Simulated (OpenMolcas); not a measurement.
**C4H6 (methylenecyclopropane): levels of theory compared**

Aim: a comparison of 6 runs (HF/3-21G, HF/def2-SVP, BHLYP/def2-SVP, PBE0/def2-SVP, TPSS/def2-SVP, CCSD(T)/def2-SVP) of C4H6 (methylenecyclopropane). 

The results are computed with OpenMolcas 26.06.

## (1) The molecule

The species is C4H6 (10 atoms), meant as a singlet with charge 0. As SMILES, `C=C1CC1`. The shape is that of a PBE0-D4/def2-TZVP optimisation.

Bond lengths: C1–C2 1.314 Å, C2–C3 1.458 Å, C2–C4 1.458 Å, C3–C4 1.528 Å, C1–H5 1.085 Å, C1–H6 1.085 Å, C3–H7 1.085 Å, C3–H8 1.085 Å, C4–H9 1.085 Å, C4–H10 1.085 Å. Some angles: C1–C2–C3 148.4°, C1–C2–C4 148.4°, C3–C2–C4 63.2°, C2–C3–C4 58.4°, C2–C4–C3 58.4°, C2–C1–H5 121.2°, C2–C1–H6 121.2°, C2–C3–H7 118.7°, C2–C3–H8 118.7°, C4–C3–H7 117.7°.

## (2) Energy and gradient at HF/3-21G (run 1)

struct.xyz

```xyz
10

C     -1.246550     0.749310    -0.827290
C     -0.267200     0.160900    -0.177320
C      0.559730    -1.024530     0.014480
C      0.756050     0.233700     0.858730
H     -1.784520     0.237140    -1.617880
H     -1.546990     1.765000    -0.593050
H      0.122140    -1.892780     0.496620
H      1.316520    -1.257730    -0.727620
H      1.642590     0.831980     0.674530
H      0.448240     0.197000     1.898790
```

job.input

```
* C4H6 Hartree-Fock

&GATEWAY
  BasLib=$CurrDir
  Coord=struct.xyz
  Basis=3-21G
  Group=NoSym

&SEWARD

&SCF
  Thresholds=1e-10 1e-07 1e-07 1e-05
  PrOrbitals=0

&ALASKA
```

The basis set 3-21G is read from a file made from the Basis Set Exchange's data (not shown).

Launch:

```
$ export MOLCAS_MEM=1860
$ pymolcas job.input > job.log
```

Standard output:

```text
--- Start Module: gateway ---
[...]
--- Stop Module: gateway /rc=_RC_ALL_IS_WELL_ ---
[...]
      Basis functions           48
[...]
--- Start Module: scf ---
[...]
       Convergence after  13 Iterations
[...]
::    Total SCF energy                               -154.0175909859
[...]
      Total spin, S                                     0.0000000000
[...]
      Total electronic charge=   30.000000
      Total            charge=   -0.000000
[...]
      Dipole Moment (debye):
      Origin of the operator (angstrom)=   -0.0403    0.0243   -0.0267
                   X=  2.3680E-01               Y= -1.4250E-01               Z=  1.5740E-01           Total=  3.1805E-01
      Quadrupole Moment (debye*angstrom):
[...]
 *              Molecular gradients               *
 **************************************************
  Irreducible representation: a
 ------------------------------------------------------------------------------------------
                              X                       Y                       Z
 ------------------------------------------------------------------------------------------
  C1               -8.49315062343692E-03    5.09771694844119E-03   -5.65179669273608E-03
  C2                2.42118315257231E-02   -1.45054094541002E-02    1.60798975048779E-02
  C3               -6.60968718380706E-03    2.10826267237598E-02    4.50580338974393E-03
  C4               -1.14907572992839E-02   -1.02383421840194E-02   -1.65172356384862E-02
  H5               -3.78710718874120E-03   -4.32831639682529E-03   -5.94461890734044E-03
  H6               -1.92616687633551E-03    7.74816829672442E-03    2.16142358010091E-03
  H7               -2.86494705583329E-03   -6.99323854869638E-03    3.47335044887953E-03
  H8                5.82986544659780E-03   -2.37278341907465E-03   -5.44807586722618E-03
[...]
```

Run time: 2 s. Hardware: 1 thread of Arm Neoverse V2, shared host; peak memory 0.38 GiB.

## (3) Energy and forces at HF/def2-SVP (run 2)

job.inp

```
&GATEWAY
BasLib = $CurrDir
BasisSet
C.def2-SVP....
C1 -1.246550 0.749310 -0.827290 angstrom
C2 -0.267200 0.160900 -0.177320 angstrom
C3 0.559730 -1.024530 0.014480 angstrom
C4 0.756050 0.233700 0.858730 angstrom
End of Basis
BasisSet
H.def2-SVP....
H5 -1.784520 0.237140 -1.617880 angstrom
H6 -1.546990 1.765000 -0.593050 angstrom
H7 0.122140 -1.892780 0.496620 angstrom
H8 1.316520 -1.257730 -0.727620 angstrom
H9 1.642590 0.831980 0.674530 angstrom
H10 0.448240 0.197000 1.898790 angstrom
End of Basis
&SEWARD
&SCF
Thresholds = 1e-10 1e-07 1e-07 1e-05
PrOrbitals = 1 1
&ALASKA
```

The basis set def2-SVP is read from a file made from the Basis Set Exchange's data (not shown).

Launch:

```
$ export MOLCAS_MEM=1860
$ pymolcas job.inp > job.log
```

Standard output:

```text
--- Start Module: gateway ---
[...]
--- Stop Module: gateway /rc=_RC_ALL_IS_WELL_ ---
[...]
      Basis functions           86
[...]
--- Start Module: scf ---
[...]
       Convergence after  13 Iterations
[...]
::    Total SCF energy                               -154.7778498883
[...]
      Total spin, S                                     0.0000000000
[...]
      Total electronic charge=   30.000000
      Total            charge=   -0.000000
[...]
      Dipole Moment (debye):
      Origin of the operator (angstrom)=   -0.0403    0.0243   -0.0267
                   X=  2.7578E-01               Y= -1.6590E-01               Z=  1.8324E-01           Total=  3.7034E-01
      Quadrupole Moment (debye*angstrom):
[...]
 *              Molecular gradients               *
 **************************************************
  Irreducible representation: a
 ------------------------------------------------------------------------------------------
                              X                       Y                       Z
 ------------------------------------------------------------------------------------------
  C1               -1.75398713167496E-03    1.04870922638511E-03   -1.17849052277208E-03
  C2                5.34848768974761E-03   -3.17018006076430E-03    3.56213097730007E-03
  C3               -1.69583273967722E-03    4.89449187597302E-04   -1.38301440977151E-03
  C4               -1.54512893527192E-03    1.42117601177816E-03   -7.66418900333576E-04
  H5               -4.29116508238181E-04   -6.07657023108166E-04   -7.37917433447866E-04
  H6               -1.97788795416765E-04    9.72081782298240E-04    3.28901507666457E-04
  H7               -6.74687683646091E-05   -2.63641825761773E-05    2.61105075595625E-04
  H8                2.32265563845147E-04    1.30265944209285E-04   -5.56089314249775E-05
[...]
```

Wall time 6.9 s (1 thread of Arm Neoverse V2, shared host); peak memory 0.47 GiB.

Runs 3 to 5 aren't shown in full; the table further down has their settings and results.

## (4) The energy at CCSD(T)/def2-SVP (run 6)

struct.xyz is that of step 2.

job.input

```
* C4H6 CCSD(T)

&GATEWAY
  BasLib=$CurrDir
  Coord=struct.xyz
  Basis=def2-SVP
  Group=NoSym

&SEWARD

&SCF
  Thresholds=1e-10 1e-07 1e-07 1e-05
  PrOrbitals=1 2

&RASSCF
  FileOrb=$Project.ScfOrb
  Spin=1
  Nactel=0 0 0
  Inactive=15
  Ras2=0
  OutOrbitals=Canonical
  OrbListing=Nothing

&MOTRA
  JobIph
  Frozen=4

&CCSDT
  CCT
  Triples=2
  Iterations=80
  Accuracy=1e-08
  Extrapolation=5 4
```

The basis set def2-SVP is read from a file made from the Basis Set Exchange's data (not shown).

Launch:

```
$ export MOLCAS_MEM=1860
$ pymolcas job.input > job.log
```

Standard output:

```text
--- Start Module: gateway ---
[...]
--- Stop Module: gateway /rc=_RC_ALL_IS_WELL_ ---
[...]
      Basis functions           86
[...]
       Convergence after  13 Iterations
[...]
::    Total SCF energy                               -154.7778498883
[...]
      Total spin, S                                     0.0000000000
[...]
      Number of active orbitals                  0
[...]
      Spin quantum number                      0.0
[...]
      Active orbitals                            0
[...]
      Number of CSFs                             1
[...]
      Number of root(s) required                 1
[...]
      Convergence after  4 iterations
[...]
      Natural orbitals and occupation numbers for root  1
      ************************************************************************************************************************
      *                                                    Final results                                                     *
      ************************************************************************************************************************
[...]
::    RASSCF root number  1 Total energy:   -154.77784989
[...]
      Total electronic charge=   30.000000
      Total            charge=   -0.000000
[...]
      Dipole Moment (debye):
      Origin of the operator (angstrom)=   -0.0403    0.0243   -0.0267
                   X=  2.7578E-01               Y= -1.6590E-01               Z=  1.8324E-01           Total=  3.7034E-01
      Quadrupole Moment (debye*angstrom):
[...]
--- Start Module: motra ---
[...]
--- Stop Module: motra /rc=_RC_ALL_IS_WELL_ ---
[...]
--- Start Module: ccsdt ---
[...]
      Convergence after                    14  Iterations
      Total energy (diff) :    -155.36044267       0.00000001
[...]
 METHOD                       : CCSD+T(CCSD)+<T3(1)WT1> = CCSD(T)
[...]
       CCSD     =      -155.3604426729069
[...]
```

Run time: 56 s. Hardware: 1 thread of Arm Neoverse V2, shared host; peak memory 0.47 GiB.

## (5) Overview of the runs

```tsv
run	level	integration grid	task	energy (Eh)	dipole moment (D) of the reference	HOMO energy (eV)	LUMO energy (eV)	wall time
1	HF/3-21G	–	gradient	-154.017591	0.32	-9.87	4.74	2 s
2	HF/def2-SVP	–	gradient	-154.777850	0.37	-9.91	4.23	6.9 s
3	BHLYP/def2-SVP	UltraFine	gradient	-155.745398	0.37	-8.37	1.49	34 s
4	PBE0/def2-SVP	UltraFine	gradient	-155.659157	0.39	-7.38	0.32	37 s
5	TPSS/def2-SVP	UltraFine	gradient	-155.885072	0.37	-6.23	-0.50	58 s
6	CCSD(T)/def2-SVP	–	energy	-155.381154	0.37	-9.91	4.23	56 s
```

## (6) Results

| quantity | value |
| --- | --- |
| run 6: total energy | -155.38115 Eh |
| run 6: dipole moment (mean-field density) | 0.37 D |
| run 6: HOMO energy (Hartree–Fock orbitals) | -9.91 eV |
| run 6: LUMO energy (Hartree–Fock orbitals) | 4.23 eV |
| run 6: HOMO–LUMO gap (Hartree–Fock orbitals) | 14.14 eV |
| run 6: correlation energy (4 core orbitals frozen) | -603.3 mEh |
| run 6: (T) correction | -20.71 mEh |

**Reading.** Over runs 1, 2, 3, 4, 5 the dipole moment (its size) runs from 0.32 D (HF/3-21G) to 0.39 D (PBE0/def2-SVP). The two ends differ in method and basis. Over runs 1, 2, 3, 4, 5 the HOMO–LUMO gap runs from 5.73 eV (TPSS/def2-SVP) to 14.60 eV (HF/3-21G). Totals of different functionals can't be ranked against each other. All runs together took 3.2 min, the longest 58 s.
